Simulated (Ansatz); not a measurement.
The system is MgSi.

```xyz
2
Lattice="2.9084 0.0000 0.0000 0.0000 2.9084 0.0000 0.0000 0.0000 4.1034" Properties=species:S:1:pos:R:3 pbc="T T T"
Si    1.4542    1.4542    2.0517
Mg    0.0000    0.0000    0.0000
```

The cell comes from a database or a generator and needn't be the stable form of this composition.

| Quantity | Value |
| --- | --- |
| Program | Ansatz 0.2.0 |
| Task | relaxation of cell and atoms |
| Functional | BLYP |
| Dispersion | D4 |
| Potentials or basis | Ansatz PAW |
| Cutoff | 420 eV (not typed: the program's choice for these potentials) |
| k mesh | 9 × 9 × 7 |
| Occupations | fermi-dirac, width 0.05 eV |
| Spin | no spin polarisation |

At the start: volume 17.35 Å³/atom.

**Question.** Where does the relaxation end?

**Answer.** It ends after 5 steps and the volume is 17.34 Å³/atom (-0.1 %); space group P4/mmm (No. 123, to 0.05 Å).

Step by step:
| step | energy change (eV) | largest force (eV/Å) | volume (Å³) |
| --- | --- | --- | --- |
| 1 | 0.0000 | 0.0000 | 34.71 |
| 2 | -0.0506 | 0.0000 | 34.21 |
| 3 | -0.0534 | 0.0000 | 34.62 |
| 4 | -0.0548 | 0.0000 | 34.68 |
| 5 | -0.0549 | 0.0000 | 34.68 |

Final structure:
```
CELL_PARAMETERS angstrom
2.99253 0.00000 0.00000
0.00000 2.99253 0.00000
0.00000 0.00000 3.87310
ATOMIC_POSITIONS crystal
Si 0.50000 0.50000 0.50000
Mg 0.00000 0.00000 0.00000
```

Caveat: the plane-wave basis is chosen anew once the cell has moved, so the energies of steps on either side of that aren't comparable; pairwise dispersion overbinds metals, which lowers pressure and volume; the PAW data sets come from PBE, with cores solved anew for the run's functional, which leaves a small shift of forces and pressure.
